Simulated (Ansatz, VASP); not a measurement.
TiSi2: VASP beside Ansatz

```
CELL_PARAMETERS angstrom
0.00000 4.11800 4.26150
2.38650 0.00000 4.26150
2.38650 4.11800 0.00000
ATOMIC_POSITIONS crystal
Ti 0.75000 0.75000 0.75000
Ti 0.50000 0.50000 0.50000
Si 0.08300 0.41700 0.08300
Si 0.41700 0.08300 0.41700
Si 0.16700 0.83300 0.16700
Si 0.83300 0.16700 0.83300
```

Alike in both runs: task single point; functional PBE; k mesh 6 × 6 × 6; occupations gaussian, width 0.1 eV; no spin polarisation.

```csv
,VASP,Ansatz
version,VASP 6.6.1,Ansatz 0.2.0
potentials or method,"VASP PAW PBE potentials, release 64 (Ti_sv, Si)","scalar-relativistic, plane waves, PAW"
plane-wave cutoff (eV),520,420
valence electrons in the cell,40,40
```

```tsv
	VASP	Ansatz	Ansatz less VASP
gap on the k mesh at the Fermi level (eV)	none	none	-
pressure (GPa)	2.2	2.3	+0.02
largest component of the traceless stress (GPa)	0.90	0.91	+0.006
rms of the force components (eV/Å)	0.079	0.079	-0.0004
```

Atom by atom the forces differ by 0.000 eV/Å (rms over components). A gap of «none» marks a metal or a gap that the smearing closes.
